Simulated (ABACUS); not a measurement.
# Al (Im-3m) in ABACUS: reference runs, part 2 of 2

ABACUS 3.10.1. The steps go on from the part before.

## (10) Single point, PBE

Input file INPUT:

```
INPUT_PARAMETERS
suffix              Al
calculation         scf
basis_type          pw
pseudo_dir          ./
symmetry            1
dft_functional      pbe
ecutwfc             41
pseudo_rcut         10
nspin               1
nbands              6
ks_solver           dav
smearing_method     fd
smearing_sigma      0.00367493
scf_thr             1e-08
scf_nmax            100
mixing_type         broyden
mixing_beta         0.7
cal_force           1
cal_stress          1
kpar                4
```

Input file STRU:

```
ATOMIC_SPECIES
Al 26.9815 Al.upf

LATTICE_CONSTANT
1.8897261246

LATTICE_VECTORS
-1.5912186900 1.5912186900 1.5912186900
1.5912186900 -1.5912186900 1.5912186900
1.5912186900 1.5912186900 -1.5912186900

ATOMIC_POSITIONS
Direct

Al
0.0
1
0.0000000000 0.0000000000 0.0000000000 1 1 1
```

Input file KPT:

```
K_POINTS
0
Gamma
12 12 12 0 0 0
```

Potentials or basis: PseudoDojo NC SR 0.4.1 PBE standard, plane waves.

The run is started by

```console
$ OMP_NUM_THREADS=1 mpirun -np 4 abacus > log
```

running log:

```text
ABACUS v3.10.1

               Atomic-orbital Based Ab-initio Computation at UStc

 ------------------------------------------------------------------------------------

 READING GENERAL INFORMATION
                           global_out_dir = OUT.Al/
                           global_in_card = INPUT
                               pseudo_dir = ./
                              orbital_dir =
                                    DSIZE = 4
                                    GSIZE = 1

 READING UNITCELL INFORMATION
                                    ntype = 1
                  lattice constant (Bohr) = 1.88973
              lattice constant (Angstrom) = 1

 READING ATOM TYPE 1
                               atom label = Al
                      L=0, number of zeta = 1
                      L=1, number of zeta = 1
                      L=2, number of zeta = 1
             number of atom for this type = 1

                        TOTAL ATOM NUMBER = 1
DIRECT COORDINATES
    atom                   x                   y                   z     mag                  vx                  vy                  vz
taud_Al1            0.0000000000        0.0000000000        0.0000000000  0.0000        0.0000000000        0.0000000000        0.0000000000

                          Volume (Bohr^3) = 108.754
                             Volume (A^3) = 16.1157

 Lattice vectors: (Cartesian coordinate: in unit of a_0)
             -1.59122            +1.59122            +1.59122
             +1.59122            -1.59122            +1.59122
             +1.59122            +1.59122            -1.59122
 Reciprocal vectors: (Cartesian coordinate: in unit of 2 pi/a_0)
                   +0           +0.314225           +0.314225
            +0.314225                  +0           +0.314225
            +0.314225           +0.314225                  +0
 The esolver type has been set to : ksdft_pw

                PAO radial cut off (Bohr) = 10

 Read in pseudopotential file is Al.upf
                     pseudopotential type = NC
          exchange-correlation functional = PBE
                 nonlocal core correction = 1
                        valence electrons = 3
[... 175 lines left out ...]
 SELF-CONSISTENT
 -------------------------------------------
                                 init_chg = atomic

 PW ALGORITHM --------------- ION=   1  ELEC=   1--------------------------------
 Notice: Threshold on eigenvalues was too large.
 hsover_error=0.03 > DRHO=0.00546135
 Origin diag ethr = 0.01
 New diag ethr = 0.000182045

 Density error is 0.00545682629312
                          Error Threshold = 0.000182044839052
----------------------------------------------------------
     Energy           Rydberg                 eV
----------------------------------------------------------
 E_KohnSham     -4.6273464908        -62.9582788950
 E_Harris       -4.6069959974        -62.6813962275
 E_Fermi        0.6029093520         8.2030025643
----------------------------------------------------------
[... 39 lines left out ...]
 Density error is 3.11664202223e-11
                          Error Threshold = 1.71976867887e-09
----------------------------------------------------------
     Energy           Rydberg                 eV
----------------------------------------------------------
 E_KohnSham     -4.6272107920        -62.9564326178
 E_KS(sigma->0) -4.6270592029        -62.9543701426
 E_Harris       -4.6272089378        -62.9564073908
 E_band         0.8186225829         11.1379316393
 E_one_elec     2.9923766588         40.7133731215
 E_Hartree      0.0048415581         0.0658727779
 E_xc           -2.1779244448        -29.6321822622
 E_Ewald        -5.4462013860        -74.0993713047
 E_entropy(-TS) -0.0003031781        -0.0041249503
 E_descf        0.0000000000         0.0000000000
 E_exx          0.0000000000         0.0000000000
 E_Fermi        0.5998321330         8.1611348522
----------------------------------------------------------

 charge density convergence is achieved
 final etot is -62.956432618 eV
 EFERMI = 8.1611348522 eV

 STATE ENERGY(eV) AND OCCUPATIONS    NSPIN == 1
 1/18 kpoint (Cartesian) = 0.0000 0.0000 0.0000 (459 pws)
       1       -3.12226     0.00115741
       2        21.5849        0.00000
       3        21.5849        0.00000
       4        21.5849        0.00000
       5        23.2005        0.00000
       6        23.2005        0.00000
[... 33 lines left out ...]
 6/18 kpoint (Cartesian) = 0.13093 -0.13093 0.0000 (484 pws)
       1        1.86327      0.0138889
       2        6.54867      0.0138889
       3        16.6763    1.51636e-76
       4        16.6977    9.88926e-77
       5        18.4912        0.00000
       6        19.9666        0.00000

[... levels at 12 further k points ...]

------------------------------------------------------------------------------------------
 TOTAL-FORCE (eV/Angstrom)
------------------------------------------------------------------------------------------
                       Al1         0.0000000000         0.0000000000         0.0000000000
------------------------------------------------------------------------------------------

----------------------------------------------------------------
 TOTAL-STRESS (KBAR)
----------------------------------------------------------------
        35.8696378890        -0.0000000000        -0.0000000000
        -0.0000000000        35.8696378890         0.0000000000
         0.0000000000         0.0000000000        35.8696378890
----------------------------------------------------------------
 TOTAL-PRESSURE: 35.869638 KBAR

 --------------------------------------------
 !FINAL_ETOT_IS -62.9564326178037632 eV
 --------------------------------------------
```

stdout:

```text
ABACUS v3.10.1

               Atomic-orbital Based Ab-initio Computation at UStc

 UNIFORM GRID DIM        : 24 * 24 * 24
 UNIFORM GRID DIM(BIG)   : 24 * 24 * 24
 ---------------------------------------------------------
[... 22 lines left out ...]
----------------------------------------------------------------
 TOTAL-STRESS (KBAR)
----------------------------------------------------------------
        35.8696378890        -0.0000000000        -0.0000000000
        -0.0000000000        35.8696378890         0.0000000000
         0.0000000000         0.0000000000        35.8696378890
----------------------------------------------------------------
 TOTAL-PRESSURE: 35.869638 KBAR
```

Run time: 2.9 s. Hardware: 4 MPI ranks of Intel Xeon Platinum 8175M at 2.50GHz (Skylake/Cascade Lake), shared host; peak memory 0.2 GiB.

Results:

```
Free energy            : -62.9564 eV
Pressure               : 3.6 GPa
Band gap on the k mesh : none (metal or under the smearing width)
```

## (11) Single point, PBE (cell strained at random at fixed volume)

INPUT is that of step 10.

Input file STRU:

```
ATOMIC_SPECIES
Al 26.9815 Al.upf

LATTICE_CONSTANT
1.8897261246

LATTICE_VECTORS
-1.6989500000 1.5643060000 1.6007980000
1.6309530000 -1.5829090000 1.5514040000
1.6603660000 1.5443250000 -1.6194010000

ATOMIC_POSITIONS
Direct

Al
0.0
1
-0.0006930000 0.0123870000 0.0058490000 1 1 1
```

KPT is that of step 10.

The run is started by

```console
$ OMP_NUM_THREADS=1 mpirun -np 4 abacus > log
```

It took 21 s on 4 MPI ranks of Intel Xeon Platinum 8175M at 2.50GHz (Skylake/Cascade Lake), shared host; peak memory 0.24 GiB.

It converged, with:

```
Free energy            : -62.9549 eV
Pressure               : 3.7 GPa
Band gap on the k mesh : none (metal or under the smearing width)
```

Stress tensor (GPa, compression positive):
```
4.83 0.47 1.42
0.47 3.12 0.59
1.42 0.59 3.15
```

Levels at points of the mesh, in eV from the Fermi level:
```
           k point  band 1  band 2  band 3
(0.00, 0.00, 0.00)  -11.29   12.65   13.09
(0.50, 0.00, 0.00)   -4.17   -3.43    7.61
(0.00, 0.50, 0.00)   -4.33   -3.68    8.42
(0.50, 0.50, 0.00)   -4.56   -4.18    8.50
(0.00, 0.00, 0.50)   -4.34   -3.72    8.26
(0.50, 0.00, 0.50)   -4.70   -4.49    8.90
(0.00, 0.50, 0.50)   -4.30   -3.68    7.43
(0.50, 0.50, 0.50)    0.98    2.24    2.54
```

## (12) The runs side by side

| task | cell | gap on the mesh (eV) | pressure (GPa) |
| --- | --- | --- | --- |
| equation of state | as given | - | - |
| single point | as given | none | 3.6 |
| single point | cell strained at random at fixed volume | none | 3.7 |

Alike in all rows: level PBE; potentials or basis PseudoDojo NC SR 0.4.1 PBE standard, plane waves; no spin polarisation; k mesh 12 × 12 × 12; cutoff (eV) 558; smearing fermi-dirac 0.05 eV.

Absolute energies hang on the potentials; compare differences alone.
